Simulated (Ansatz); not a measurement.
System: CsCl (CsCl type), 2 atoms in the cell.

```
Cs Cl
1.0
     4.20000    0.00000    0.00000
     0.00000    4.20000    0.00000
     0.00000    0.00000    4.20000
Cs Cl
1 1
Direct
  0.00000 0.00000 0.00000
  0.50000 0.50000 0.50000
```

All numbers below come from Ansatz, PBE, all-electron LAPW, point nucleus.

k-mesh 6×6×6 Γ-centred; Fermi–Dirac smearing of 0.02 eV; no spin polarisation; no spin–orbit coupling.

**Question.** How large is the gap on this mesh, is it direct, and where do the band edges lie (fractions of the reciprocal vectors of this cell)?

**Answer.** 5.03 eV, direct at (0.000, 0.000, 0.000).

**Question.** List the levels near the gap at (0.000, 0.000, 0.000), (0.000, 0.000, 0.167), (0.000, 0.000, -0.500), (0.000, 0.167, -0.500), (0.167, 0.333, -0.500), in eV from the top of the valence band (v1 is the highest filled band, c1 the lowest empty one).

**Answer.** 
```json
{"k": "(0.000, 0.000, 0.000)", "v4": "-5.97", "v3": "0.00", "v2": "0.00", "v1": "0.00", "c1": "5.03", "c2": "5.44", "c3": "5.44"}
{"k": "(0.000, 0.000, 0.167)", "v4": "-5.94", "v3": "-0.31", "v2": "-0.05", "v1": "-0.05", "c1": "5.61", "c2": "5.62", "c3": "6.04"}
{"k": "(0.000, 0.000, -0.500)", "v4": "-5.86", "v3": "-1.05", "v2": "-0.19", "v1": "-0.19", "c1": "6.39", "c2": "7.35", "c3": "8.53"}
{"k": "(0.000, 0.167, -0.500)", "v4": "-5.84", "v3": "-0.88", "v2": "-0.26", "v1": "-0.15", "c1": "6.50", "c2": "7.42", "c3": "7.62"}
{"k": "(0.167, 0.333, -0.500)", "v4": "-5.99", "v3": "-0.61", "v2": "-0.53", "v1": "-0.21", "c1": "6.72", "c2": "6.78", "c3": "8.11"}
```

Spin–orbit coupling is left out; with heavy elements it can shift the gap and split levels by tenths of an eV. Semilocal functionals give gaps that mostly lie well below measured ones.
